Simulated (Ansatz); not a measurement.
## MoSe2 under changes of volume

One of the cells (20.129 Å³/atom); the others are scaled copies at fixed shape and fractional positions:

```
Mo Se
1.0
     3.28800    0.00000    0.00000
    -1.64400    2.84749    0.00000
     0.00000    0.00000   12.90000
Mo Se
2 4
Direct
  0.66667 0.33333 0.75000
  0.33333 0.66667 0.25000
  0.66667 0.33333 0.37500
  0.33333 0.66667 0.87500
  0.66667 0.33333 0.12500
  0.33333 0.66667 0.62500
```

```yaml
Program: Ansatz 0.2.0
Functional: LDA
Potentials_or_basis: Ansatz PAW
Cutoff: "420 eV (not typed: the program's choice for these potentials)"
k_mesh: 9 × 9 × 2
Occupations: fermi-dirac, width 0.05 eV
Spin: no spin polarisation
```

| volume (Å³/atom) | energy over the lowest point (meV/atom) | pressure (GPa) | largest force (eV/Å) |
| --- | --- | --- | --- |
| 18.922 | ? | ? | ? |
| 19.324 | 17.85 | 6.7 | 1.315 |
| 19.727 | 5.06 | 3.5 | 0.934 |
| 20.129 | 0.00 | 0.6 | 0.581 |
| 20.532 | 1.88 | -2.0 | 0.254 |
| 20.935 | 9.98 | -4.4 | 0.049 |
| 21.337 | 23.66 | -6.5 | 0.329 |

Question: What does the run at 18.922 Å³/atom give?

Answer: Energy over the lowest point 39.25 meV/atom; pressure 10.4 GPa; largest force 1.727 eV/Å.

Worked out: A Birch-Murnaghan fit of order 3 (a polynomial in V^(-2/3)) to the other rows has its minimum at 20.22 Å³/atom with B0 = V·E''(V) = 135 GPa and B' = 4.4 at fixed shape and positions, which overstates the stiffness. It gives 39.19 meV/atom at 18.922 Å³/atom, against the run's 39.25, and -dE/dV = 10.3 GPa, against 10.4.

Energies are extrapolated to zero smearing.

Caveats: the cell's inner coordinates are idealised or old, which leaves forces on the atoms; the PAW data sets come from PBE, with cores solved anew for the run's functional, which leaves a small shift of forces and pressure.
